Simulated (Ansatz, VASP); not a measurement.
Two plane-wave programs on BeS

INCAR

```
  ALGO = Normal
  EDIFF = 1E-6
  EDIFFG = -0.02
  ENCUT = 600
  GGA = CA
  IBRION = 2
  ISIF = 3
  ISMEAR = -1
  LASPH = T
  LCHARG = F
  LREAL = F
  LWAVE = F
  NELM = 100
  NSW = 40
  PREC = Accurate
  SIGMA = 0.05
```

KPOINTS

```
k-points
0
Gamma
  9 9 9
```

Contents of POSCAR:

```
BeS
1.0
    0.0000000000      2.4250000000      2.4250000000
    2.4250000000      0.0000000000      2.4250000000
    2.4250000000      2.4250000000      0.0000000000
S Be
1 1
Direct
    0.7500000000      0.7500000000      0.7500000000
    0.0000000000      0.0000000000      0.0000000000
```

input.yaml

```yaml
crystal:
  lattice:
    - [0.0, 2.425, 2.425]
    - [2.425, 0.0, 2.425]
    - [2.425, 2.425, 0.0]
  atoms:
    - { symbol: S, position: [0.75, 0.75, 0.75] }
    - { symbol: Be, position: [0.0, 0.0, 0.0] }
hamiltonian:
  xc: lda
  pseudopotentials: { kind: paw }
kpoints:
  mp_grid: { grid: [9, 9, 9] }
scf:
  occupations: { method: fermi_dirac, width: 0.05 }
output:
  forces: true
  stress: true
  eigenvalues: true
relax:
  f_tol: 0.01
  max_steps: 40
  cell: { stress_tol: 0.05 }
```

Alike in both runs: task relaxation of cell and atoms; functional LDA; k mesh 9 × 9 × 9; occupations fermi-dirac, width 0.05 eV; no spin polarisation.

|  | VASP | Ansatz |
| --- | --- | --- |
| version | VASP 6.6.1 | Ansatz 0.2.0 |
| potentials or method | VASP PAW LDA potentials, release 64 (S, Be) | Ansatz PAW |
| plane-wave cutoff (eV) | 600 | 420 |
| valence electrons in the cell | 8 | 8 |

```csv
,VASP,Ansatz,Ansatz less VASP
"gap on the k mesh at the Fermi level, each at its own relaxed structure (eV)",2.93,2.92,-0.008
relaxed volume (Å³/atom),13.80,13.79,-0.008
relaxed cell length with the largest relative difference (Å),3.392,3.392,-0.0007
energy change over the relaxation (meV/atom),-5,-5,-0.2
```

Caveats: an odd mesh through Γ misses points on the zone boundary, where band edges often lie (VASP); odd divisions of the mesh miss points on the zone boundary, where band edges often lie, so the gap on the mesh can be too wide (Ansatz); the plane-wave basis is chosen anew once the cell has moved, so the energies of steps on either side of that aren't comparable (Ansatz); the PAW data sets come from PBE, with cores solved anew for the run's functional, which leaves a small shift of forces and pressure (Ansatz). LDA usually gives volumes a few per cent too small. Zero-point motion and thermal expansion aren't in these numbers.
